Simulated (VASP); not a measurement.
# CdTe (F-43m) in VASP: a series of runs, part 2 of 2

VASP 6.6.1. Earlier steps stand in the parts before.

## (3) Relaxation of the atoms, r2SCAN (a relaxed cell with its volume scaled by 0.94)

File INCAR:

```
PREC     = Accurate       # precision mode
ENCUT    = 600            # plane-wave cutoff, eV
EDIFF    = 1E-7           # SCF threshold, eV
ISMEAR   = 0              # smearing method
SIGMA    = 0.03           # smearing width, eV
LREAL    = False          # projectors in reciprocal space
LASPH    = True           # aspherical terms in the spheres
NELM     = 80             # most SCF steps
ALGO     = Normal         # electronic algorithm
ISIF     = 2              # what is computed and relaxed
LWAVE    = False          # write WAVECAR
LCHARG   = False          # write CHGCAR
METAGGA  = R2SCAN         # meta-GGA
LMIXTAU  = True         
IBRION   = 2              # ionic algorithm
NSW      = 40             # ionic steps
EDIFFG   = -0.01          # ionic threshold
```

File KPOINTS:

```
regular mesh
0
Gamma
  8 8 8
```

File POSCAR:

```
CdTe                                    
1.0
    0.0000000000      3.2134406793      3.2134406793
    3.2134406793      0.0000000000      3.2134406793
    3.2134406793      3.2134406793      0.0000000000
  Cd              Te            
     1     1
Direct
     0.0000000000000000    0.0000000000000000    0.0000000000000000
     0.2500000000000000    0.2500000000000000    0.2500000000000000
```

Potentials or basis: VASP PAW PBE potentials, release 64 (Cd, Te).

The run is started by

```sh
$ cat potpaw_PBE.64/Cd/POTCAR potpaw_PBE.64/Te/POTCAR > POTCAR
$ mpirun -np 1 vasp_std > vasp.out
```

OUTCAR:

```text
PREC = Accurate
   ENCUT = 600
   EDIFF = 1E-7
   ISMEAR = 0
   LREAL = False
   LASPH = True
   NELM = 80
   ISIF = 2
   METAGGA = R2SCAN
   IBRION = 2
   NSW = 40
   EDIFFG = -0.01

 ion  position               nearest neighbor table
   1  0.000  0.000  0.000-   2 2.78   2 2.78   2 2.78   2 2.78
   2  0.250  0.250  0.250-   1 2.78   1 2.78   1 2.78   1 2.78

  LATTYP: Found a face centered cubic cell.
 ALAT       =     6.4268813586

[... 576 lines left out ...]

  FORCE on cell =-STRESS in cart. coord.  units (eV):
  Direction    XX          YY          ZZ          XY          YZ          ZX
  --------------------------------------------------------------------------------------
  -------------------------------------------------------------------------------------
  Total        1.1996945      1.1996945      1.1996945      0.0000000      0.0000000     -0.0000000
  in kB       28.9627894     28.9627894     28.9627894      0.0000000      0.0000000     -0.0000000
  external PRESSURE =      28.9627894 kB  Pullay stress =       0.0000000 kB

 VOLUME and BASIS-vectors are now :
 -----------------------------------------------------------------------------
  energy-cutoff  :      600.00
  volume of cell :       66.37
      direct lattice vectors                 reciprocal lattice vectors
     0.000000000  3.213440679  3.213440679    -0.155596462  0.155596462  0.155596462
     3.213440679  0.000000000  3.213440679     0.155596462 -0.155596462  0.155596462
     3.213440679  3.213440679  0.000000000     0.155596462  0.155596462 -0.155596462

 POSITION                                       TOTAL-FORCE (eV/Angst)
 -----------------------------------------------------------------------------------
      0.00000      0.00000      0.00000         0.000000      0.000000      0.000000
      1.60672      1.60672      1.60672        -0.000000     -0.000000     -0.000000
 -----------------------------------------------------------------------------------
    total drift:                               -0.000002     -0.000002     -0.000002

  FREE ENERGIE OF THE ION-ELECTRON SYSTEM (eV)
  ---------------------------------------------------
  free  energy   TOTEN  =       -46.6083993127 eV

  energy  without entropy=      -46.6083993127  energy(sigma->0) =      -46.60839931

 reached required accuracy - stopping structural energy minimisation
```

CONTCAR:

```text
CdTe
   1.00000000000000
     0.0000000000000000    3.2134406793000001    3.2134406793000001
     3.2134406793000001    0.0000000000000000    3.2134406793000001
     3.2134406793000001    3.2134406793000001    0.0000000000000000
  Cd              Te
     1     1
Direct
     0.0000000000000000    0.0000000000000000    0.0000000000000000
     0.2500000000000000    0.2500000000000000    0.2500000000000000

  0.00000000E+00  0.00000000E+00  0.00000000E+00
  0.00000000E+00  0.00000000E+00  0.00000000E+00
```

Run time: 2.2 min. Hardware: 1 thread of AMD EPYC 9R14 (Zen 4), shared host; peak memory 0.21 GiB.

Results:

| Property | Result |
| --- | --- |
| Free energy | -46.6084 eV |
| Pressure after relaxing | 2.9 GPa |
| Band gap on the k mesh | 1.36 eV, direct |

Final structure:
```cif
data_structure
_symmetry_space_group_name_H-M 'P 1'
_symmetry_Int_Tables_number 1
_cell_length_a 4.5445
_cell_length_b 4.5445
_cell_length_c 4.5445
_cell_angle_alpha 60.000
_cell_angle_beta 60.000
_cell_angle_gamma 60.000
_cell_volume 66.37
loop_
_atom_site_label
_atom_site_type_symbol
_atom_site_fract_x
_atom_site_fract_y
_atom_site_fract_z
_atom_site_occupancy
Cd1 Cd 0.00000 0.00000 0.00000 1
Te1 Te 0.25000 0.25000 0.25000 1
```

Levels at points of the mesh, in eV from the valence-band top:
```csv
k point,band 6,band 7,band 8,band 9,band 10,band 11,band 12,band 13
"(0.00, 0.00, 0.00)",-8.35,0.00,0.00,0.00,1.36,5.01,5.01,5.01
"(0.50, 0.00, 0.00)",-7.95,-4.65,-0.83,-0.83,2.26,5.57,5.57,7.44
"(0.50, 0.50, 0.00)",-7.79,-4.48,-2.00,-2.00,2.82,2.98,9.62,9.95
```

Caveat: the relaxation stopped at its first step, so nothing moved; the PAW data sets were made with another functional, which shifts forces and pressure a little; spin-orbit coupling is left out, which moves the levels of the heavy elements.

## (4) Relaxation of the atoms, r2SCAN (a relaxed cell with its volume scaled by 0.96)

INCAR is that of step 3.

KPOINTS is that of step 3.

File POSCAR:

```
CdTe                                    
1.0
    0.0000000000      3.2360712888      3.2360712888
    3.2360712888      0.0000000000      3.2360712888
    3.2360712888      3.2360712888      0.0000000000
  Cd              Te            
     1     1
Direct
     0.0000000000000000    0.0000000000000000    0.0000000000000000
     0.2500000000000000    0.2500000000000000    0.2500000000000000
```

The run is started by

```sh
$ cat potpaw_PBE.64/Cd/POTCAR potpaw_PBE.64/Te/POTCAR > POTCAR
$ mpirun -np 1 vasp_std > vasp.out
```

Wall time 3 min (1 thread of AMD EPYC 9R14 (Zen 4), shared host); peak memory 0.24 GiB.

It converged, with:

```
Free energy             : -46.6295 eV
Pressure after relaxing : 1.8 GPa
Band gap on the k mesh  : 1.29 eV, direct
```

Final structure:
```
Cd Te
1.0
     0.00000    3.23607    3.23607
     3.23607    0.00000    3.23607
     3.23607    3.23607    0.00000
Cd Te
1 1
Direct
  0.00000 0.00000 0.00000
  0.25000 0.25000 0.25000
```

Levels at points of the mesh, in eV from the valence-band top:
```
           k point  band 5  band 6  band 7  band 8  band 9  band 10  band 11  band 12  band 13
(0.00, 0.00, 0.00)   -8.29   -8.29    0.00    0.00    0.00     1.29     5.03     5.03     5.03
(0.50, 0.00, 0.00)   -8.28   -7.91   -4.52   -0.80   -0.80     2.24     5.58     5.58     7.42
(0.50, 0.50, 0.00)   -8.25   -7.76   -4.38   -1.93   -1.93     2.87     2.98     9.49     9.84
```

Caveat: the relaxation stopped at its first step, so nothing moved; the PAW data sets were made with another functional, which shifts forces and pressure a little; spin-orbit coupling is left out, which moves the levels of the heavy elements.

## (5) Relaxation of the atoms, r2SCAN (a relaxed cell with its volume scaled by 0.98)

INCAR is that of step 4.

KPOINTS is that of step 4.

File POSCAR:

```
CdTe                                    
1.0
    0.0000000000      3.2583897271      3.2583897271
    3.2583897271      0.0000000000      3.2583897271
    3.2583897271      3.2583897271      0.0000000000
  Cd              Te            
     1     1
Direct
     0.0000000000000000    0.0000000000000000    0.0000000000000000
     0.2500000000000000    0.2500000000000000    0.2500000000000000
```

The run is started by

```sh
$ cat potpaw_PBE.64/Cd/POTCAR potpaw_PBE.64/Te/POTCAR > POTCAR
$ mpirun -np 1 vasp_std > vasp.out
```

It took 3 min on 1 thread of AMD EPYC 9R14 (Zen 4), shared host; peak memory 0.24 GiB.

Results (log left out):

| Item | Value |
| --- | --- |
| Free energy | -46.6416 eV |
| Pressure after relaxing | 0.9 GPa |
| Band gap on the k mesh | 1.22 eV, direct |

Final structure:
```yaml
crystal:
  lattice:
    - [0.00000, 3.25839, 3.25839]
    - [3.25839, 0.00000, 3.25839]
    - [3.25839, 3.25839, 0.00000]
  atoms:
    - { symbol: Cd, position: [0.00000, 0.00000, 0.00000] }
    - { symbol: Te, position: [0.25000, 0.25000, 0.25000] }
```

Levels at points of the mesh, in eV from the valence-band top:
| k point | band 5 | band 6 | band 7 | band 8 | band 9 | band 10 | band 11 | band 12 | band 13 |
| --- | --- | --- | --- | --- | --- | --- | --- | --- | --- |
| (0.00, 0.00, 0.00) | -8.23 | -8.23 | 0.00 | 0.00 | 0.00 | 1.22 | 5.04 | 5.04 | 5.04 |
| (0.50, 0.00, 0.00) | -8.23 | -7.87 | -4.40 | -0.77 | -0.77 | 2.22 | 5.59 | 5.59 | 7.40 |
| (0.50, 0.50, 0.00) | -8.20 | -7.73 | -4.27 | -1.85 | -1.85 | 2.92 | 2.99 | 9.37 | 9.73 |

Caveat: the relaxation stopped at its first step, so nothing moved; the PAW data sets were made with another functional, which shifts forces and pressure a little; spin-orbit coupling is left out, which moves the levels of the heavy elements.

## (6) Summary

```csv
task,cell,gap on the mesh (eV),pressure (GPa)
relaxation of cell and atoms,relaxed,1.15,0.0
relaxation of the atoms,atoms relaxed from: a relaxed cell with its volume scaled by 0.94,1.36,2.9
relaxation of the atoms,atoms relaxed from: a relaxed cell with its volume scaled by 0.96,1.29,1.8
relaxation of the atoms,atoms relaxed from: a relaxed cell with its volume scaled by 0.98,1.22,0.9
```

Alike in all rows: level r2SCAN; potentials or basis VASP PAW PBE potentials, release 64 (Cd, Te); no spin polarisation; k mesh 8 × 8 × 8; cutoff (eV) 600; smearing gaussian 0.03 eV.

Caveats: the relaxation stopped at its first step, so nothing moved; the PAW data sets were made with another functional, which shifts forces and pressure a little; spin-orbit coupling is left out, which moves the levels of the heavy elements.

Total energies depend on the potentials used, so only differences within one code and one set of settings carry meaning.
